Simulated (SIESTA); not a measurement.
Crystal: SnSe.

```
CELL_PARAMETERS angstrom
11.42000 0.00000 0.00000
0.00000 4.19000 0.00000
0.00000 0.00000 4.46000
ATOMIC_POSITIONS crystal
Sn 0.87700 0.75000 0.90900
Sn 0.62300 0.25000 0.40900
Sn 0.37700 0.75000 0.59100
Sn 0.12300 0.25000 0.09100
Se 0.64300 0.75000 0.98400
Se 0.85700 0.25000 0.48400
Se 0.14300 0.75000 0.51600
Se 0.35700 0.25000 0.01600
```

Base run:

| Item | Value |
| --- | --- |
| Program | SIESTA 5.4.2 |
| Functional | vdW-DF-C09 |
| Potentials or basis | PseudoDojo 0.4 standard (PBE files) |
| Basis | DZP (energy shift 0.002 Ry) |
| Grid cutoff | 500 Ry |
| Energy shift | 0.002 Ry |
| k mesh | 3 × 6 × 6 |
| Occupations | fermi-dirac, width 0.05 eV |
| Spin | no spin polarisation |

Its results: band gap on the k mesh 0.55 eV, indirect (least direct gap 0.73 eV); pressure 2.6 GPa; largest force 0.757 eV/Å.

Task: After a change of settings the same cell gave: band gap on the k mesh 0.59 eV, indirect (least direct gap 0.76 eV); pressure 5.4 GPa; largest force 0.790 eV/Å. Which change was it?
A. functional from vdW-DF-C09 to AM05; potentials or basis from PseudoDojo 0.4 standard (PBE files) to PseudoDojo 0.4 standard (PBEsol files)
B. functional from vdW-DF-C09 to BP86
C. functional from vdW-DF-C09 to PBE; potentials or basis from PseudoDojo 0.4 standard (PBE files) to SG15 1.2 NC or PseudoDojo by element (PBE files); valence electrons from 120 to 80

Result: B.

Caveats: semicore shells carry a single zeta, which can move pressures by several GPa and volumes by a few percent; the potentials were made for another functional, which shifts forces and pressure; spin-orbit coupling is left out, which moves the levels of the heavy elements; the basis of atomic orbitals isn't converged, which shifts pressures, moduli and gaps.
